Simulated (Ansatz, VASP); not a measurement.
One calculation of Y, two programs

File INCAR:

```
SYSTEM = Y
PREC = Accurate
ENCUT = 520
EDIFF = 1E-6
ISMEAR = -1
SIGMA = 0.05
LREAL = .FALSE.
LASPH = .TRUE.
NELM = 80
ALGO = Normal
ISIF = 2
LWAVE = .FALSE.
LCHARG = .FALSE.
LMAXMIX = 4
GGA = PS
NBANDS = 18
```

KPOINTS

```
Automatic mesh
0
G
  8 8 5
  0 0 0
```

POSCAR

```
Y
1.0
    3.6474000000      0.0000000000      0.0000000000
   -1.8237000000      3.1587410578      0.0000000000
    0.0000000000      0.0000000000      5.7306000000
Y
2
Direct
    0.6666666667      0.3333333333      0.7500000000
    0.3333333333      0.6666666667      0.2500000000
```

KPOINTS_OPT

```
path GMKGALHA,LM,KH
15
line-mode
reciprocal
 0.0000000000  0.0000000000  0.0000000000  G
 0.5000000000  0.0000000000  0.0000000000  M

 0.5000000000  0.0000000000  0.0000000000  M
 0.3333333333  0.3333333333  0.0000000000  K

 0.3333333333  0.3333333333  0.0000000000  K
 0.0000000000  0.0000000000  0.0000000000  G

 0.0000000000  0.0000000000  0.0000000000  G
 0.0000000000  0.0000000000  0.5000000000  A

 0.0000000000  0.0000000000  0.5000000000  A
 0.5000000000  0.0000000000  0.5000000000  L

 0.5000000000  0.0000000000  0.5000000000  L
 0.3333333333  0.3333333333  0.5000000000  H

 0.3333333333  0.3333333333  0.5000000000  H
 0.0000000000  0.0000000000  0.5000000000  A

 0.5000000000  0.0000000000  0.5000000000  L
 0.5000000000  0.0000000000  0.0000000000  M

 0.3333333333  0.3333333333  0.0000000000  K
 0.3333333333  0.3333333333  0.5000000000  H
```

Contents of input.yaml:

```yaml
crystal:
  lattice:
    - [3.6474, 0.0, 0.0]
    - [-1.8237, 3.1587410578, 0.0]
    - [0.0, 0.0, 5.7306]
  atoms:
    - { symbol: "Y", position: [0.6666666667, 0.3333333333, 0.75] }
    - { symbol: "Y", position: [0.3333333333, 0.6666666667, 0.25] }
hamiltonian:
  xc: pbesol
  pseudopotentials: { kind: paw }
kpoints:
  mp_grid: { grid: [8, 8, 5] }
  band_path:
    path:
      - [[0.0, 0.0, 0.0], [0.5, 0.0, 0.0], [0.3333333333, 0.3333333333, 0.0], [0.0, 0.0, 0.0], [0.0, 0.0, 0.5], [0.5, 0.0, 0.5], [0.3333333333, 0.3333333333, 0.5], [0.0, 0.0, 0.5]]
      - [[0.5, 0.0, 0.5], [0.5, 0.0, 0.0]]
      - [[0.3333333333, 0.3333333333, 0.0], [0.3333333333, 0.3333333333, 0.5]]
    npoints: 14
scf:
  occupations: { method: fermi_dirac, width: 0.05 }
  n_extra_bands: 6
output:
  forces: true
  stress: true
  eigenvalues: true
  fatbands: false
```

Alike in both runs: task band structure; functional PBEsol; k mesh 8 × 8 × 5; occupations fermi-dirac, width 0.05 eV; no spin polarisation.

```csv
,VASP,Ansatz
version,VASP 6.6.1,Ansatz 0.2.0
potentials or method,"VASP PAW PBE potentials, release 64 (Y_sv)",Ansatz PAW
plane-wave cutoff (eV),520,420
valence electrons in the cell,22,22
```

VASP gave:

* gap on the k mesh at the Fermi level (eV): none
* pressure (GPa): -2.1
* largest component of the traceless stress (GPa): 0.31

Task: What did Ansatz give for the same quantities?

Result: gap on the k mesh at the Fermi level (eV): none; pressure (GPa): -2.0; largest component of the traceless stress (GPa): 0.31.

A gap of «none» marks a metal or a gap that the smearing closes. With one functional, cell and mesh, what is left measures potentials, basis and numerics.

Caveats: the PAW data sets were made with another functional, which shifts forces and pressure a little (VASP); the PAW data sets come from PBE, with cores solved anew for the run's functional, which leaves a small shift of forces and pressure (Ansatz).
